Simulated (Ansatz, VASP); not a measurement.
**HfC in VASP and in Ansatz**

File INCAR:

```
SYSTEM = HfC
PREC = Accurate
ENCUT = 520
EDIFF = 1E-6
ISMEAR = -1
SIGMA = 0.05
LREAL = .FALSE.
LASPH = .TRUE.
NELM = 150
ALGO = Normal
ISIF = 2
LWAVE = .FALSE.
LCHARG = .FALSE.
LMAXMIX = 4
LDAU = .TRUE.
LDAUTYPE = 2
LDAUL = 2 -1
LDAUU = 4 0
LDAUJ = 0 0
LDAUPRINT = 1
GGA = PS
NBANDS = 14
```

Contents of KPOINTS:

```
Automatic mesh
0
G
  10 10 10
  0 0 0
```

The input POSCAR:

```
HfC
1.0
    0.0000000000      2.3250000000      2.3250000000
    2.3250000000      0.0000000000      2.3250000000
    2.3250000000      2.3250000000      0.0000000000
Hf C
1 1
Direct
    0.5000000000      0.5000000000      0.5000000000
    0.0000000000      0.0000000000      0.0000000000
```

File input.yaml:

```yaml
crystal:
  lattice:
    - [0.0, 2.325, 2.325]
    - [2.325, 0.0, 2.325]
    - [2.325, 2.325, 0.0]
  atoms:
    - { symbol: Hf, position: [0.5, 0.5, 0.5] }
    - { symbol: C, position: [0.0, 0.0, 0.0] }
kpoints:
  mp_grid: { grid: [10, 10, 10] }
scf:
  occupations: { method: fermi_dirac, width: 0.05 }
hamiltonian:
  xc: pbesol
  pseudopotentials: { kind: all_electron, lapw: { basis_error: 0.001 } }
  hubbard:
    sites: [{ species: Hf, l: d, u_eff: 4 }]
    double_counting: fll
    projectors: ortho-atomic
output:
  forces: true
  stress: true
  eigenvalues: true
  dos: { projected: false, de: 0.1, e_range: [-20, 10] }
  hubbard: {}
```

Alike in both runs: functional PBEsol; k mesh 10 × 10 × 10; occupations fermi-dirac, width 0.05 eV; no spin polarisation; Hubbard terms Hf d U = 4.0 eV.

```csv
,VASP,Ansatz
version,VASP 6.6.1,Ansatz 0.2.0
potentials or method,"VASP PAW PBE potentials, release 64 (Hf_pv, C)","all-electron LAPW, scalar-relativistic"
plane-wave cutoff (eV),520,see its input
task,single point,density of states
```

|  | VASP | Ansatz | Ansatz less VASP |
| --- | --- | --- | --- |
| gap on the k mesh at the Fermi level (eV) | none | none | - |
| pressure (GPa) | 7.6 | 0.4 | -7.13 |

The programs project onto different local orbitals, so the same U acts differently. A gap of «none» marks a metal or a gap that the smearing closes. Ansatz ran all-electron here, so the differences hold the error of VASP's frozen core and of both bases.

Caveats: U without spin polarisation on a metal has little footing; the U is typed as a test and isn't derived for this compound; the PAW data sets were made with another functional, which shifts forces and pressure a little (VASP); U is the effective U less J, on atomic orbitals that reach past the spheres (Ansatz); the density of states is complete only up to the lowest level of the last band computed (Ansatz). The runs have no spin-orbit coupling, so splittings on Hf are missing.
